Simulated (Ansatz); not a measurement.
**What strain does to SrCl2 (CdI2 type)**

SrCl2 in the CdI2 structure, relaxed with r2SCAN+rVV10 in the plane-wave code Ansatz. The symmetry is P-3m1 (No. 164, trigonal); a = 4.407 Å, c = 5.596 Å in the conventional setting, 31.38 Å³ an atom. Sr has 6 Cl at 2.90 Å; Cl has 3 Sr at 2.90 Å.

The axes x, y and z are those of this cell:
```
CELL_PARAMETERS angstrom
4.40725 0.00000 0.00000
-2.20362 3.81679 0.00000
0.00000 0.00000 5.59606
ATOMIC_POSITIONS crystal
Sr 0.00000 0.00000 0.00000
Cl 0.33333 0.66667 0.24870
Cl 0.66667 0.33333 0.75130
```

Unstrained: The PBE gap is direct at Γ: 5.163 eV. With r2SCAN the gap is 5.789 eV and direct, at Γ. The HSE06 gap is direct at Γ: 6.455 eV. Meshes: PBE 6×6×6, r2SCAN 6×6×6, HSE06 6×6×4. Strains are changes of length per length, and xy shears are angles. After each strain the atoms were relaxed again with r2SCAN+rVV10 within the symmetry that the strain leaves, so tilts or polar shifts that break it weren't tested; points keep the names that they have in the unstrained zone. Spin-unpolarised throughout. Whether this structure exists isn't addressed.

Changes of the least gap in eV (an overlap counts as a negative gap):

| strain | volume change (%) | space group | PBE | r2SCAN | HSE06 |
| --- | --- | --- | --- | --- | --- |
| epitaxial +2.38 % in the xy plane, free normal strain -2.94 % | +1.7 | P-3m1 | -0.218 | -0.237 | -0.225 |
| xy shear, engineering strain (angle) -5.31 % | -0.1 | P-1 | -0.027 | -0.029 | -0.027 |
| biaxial +2.43 % in x and y, z held | +4.9 | P-3m1 | -0.173 | -0.183 | -0.181 |

Epitaxial +2.38 % in the xy plane, free normal strain -2.94 %. HSE06: the gap goes from 6.455 to 6.230 eV (-0.225 eV); with r2SCAN the top three valence levels at Γ, grouped 1+2 from the top over 472 meV, become 1+2 over 508 meV. Stress change with PBE, compression positive: xx -1.14, yy -1.14, zz -0.04 GPa.

Xy shear, engineering strain (angle) -5.31 %. HSE06: the gap goes from 6.455 to 6.428 eV (-0.027 eV); with r2SCAN the top three valence levels at Γ, grouped 1+2 from the top over 472 meV, become 1+1+1 over 545 meV. Stress change with PBE, compression positive: xx -0.01, yy +0.03, zz +0.03, xy +0.82, xz -0.20 GPa.

Biaxial +2.43 % in x and y, z held. HSE06: the gap goes from 6.455 to 6.274 eV (-0.181 eV). Stress change with PBE, compression positive: xx -1.37, yy -1.37, zz -0.41 GPa.

The meshes of the hybrids are coarse, so their gaps aren't converged to the digits shown.

The splittings at Γ are without spin-orbit coupling, which regroups them where it is of like size or larger.
